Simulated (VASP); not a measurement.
Si:

```xyz
2
Lattice="0.0000 2.7176 2.7176 2.7176 0.0000 2.7176 2.7176 2.7176 0.0000" Properties=species:S:1:pos:R:3 pbc="T T T"
Si    2.7176    2.7176    2.7176
Si    4.0764    4.0764    4.0764
```

Base run:

```yaml
Program: VASP 6.6.1
Functional: r2SCAN
Potentials_or_basis: VASP PAW PBE potentials, release 64 (Si)
Cutoff: 520 eV
k_mesh: 14 × 14 × 14
Occupations: gaussian, width 0.02 eV
Spin: no spin polarisation
```

Its results: band gap on the k mesh 0.78 eV, indirect (least direct gap 2.76 eV).

Task: The run is repeated on the same cell with these changes: functional from r2SCAN to TB-mBJ. What comes out?

Result: Band gap on the k mesh 1.27 eV, indirect (least direct gap 3.20 eV).

Not every run made on this cell is shown here.
